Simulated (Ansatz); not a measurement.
Two Ansatz runs on Pb

The cell is COD entry 1537623, as deposited and not checked against the literature; nothing was relaxed.

First run: DFT, PBE, all-electron LAPW, scalar-relativistic (Ansatz 0.2.0).

Command: `ansatz run input.yaml --threads 1 --pin off --max-ram 2048MiB --backend cpu --events-out ev --progress --plain --runs-dir out` The run took 24 s on 1 thread of Arm Neoverse V1, with other jobs on the host, peak memory 0.38 GiB.

```yaml
crystal:
  lattice:
    - [3.4800006906, 0.0, 0.0]
    - [-1.7400003453, 3.0137690032, 0.0]
    - [0.0, 0.0, 5.59]
  atoms:
    - { symbol: Pb, position: [0.3333333333, 0.6666666667, 0.25] }
    - { symbol: Pb, position: [0.6666666667, 0.3333333333, 0.75] }
kpoints:
  mp_grid: { grid: [10, 10, 6] }
scf:
  occupations: { method: fermi_dirac, width: 0.08 }
hamiltonian:
  xc: pbe
  pseudopotentials: { kind: all_electron, lapw: { basis_error: 0.0005 } }
output:
  forces: true
  stress: true
  eigenvalues: true
```

Result: converged; pressure 3.94 GPa; no gap on the k mesh; 6 SCF iterations.

Spin–orbit coupling is left out, though it moves levels of the heavy atoms by tenths of an eV or more.

The input is then changed:

```diff
@@ -8,7 +8,8 @@
     - { symbol: Pb, position: [0.6666666667, 0.3333333333, 0.75] }
 kpoints:
-  mp_grid: { grid: [10, 10, 6] }
+  mp_grid: { grid: [5, 5, 3] }
 scf:
   occupations: { method: fermi_dirac, width: 0.08 }
+  convergence: { dr2_threshold: 1.0e-05 }
 hamiltonian:
   xc: pbe
```

(1) What does the second run give?

Results:

(1) It converged; energy at zero smearing -10.2 meV/atom from the first run; pressure 4.61 GPa; no gap on the k mesh; 5 SCF iterations. Some of these settings are too coarse for converged properties.
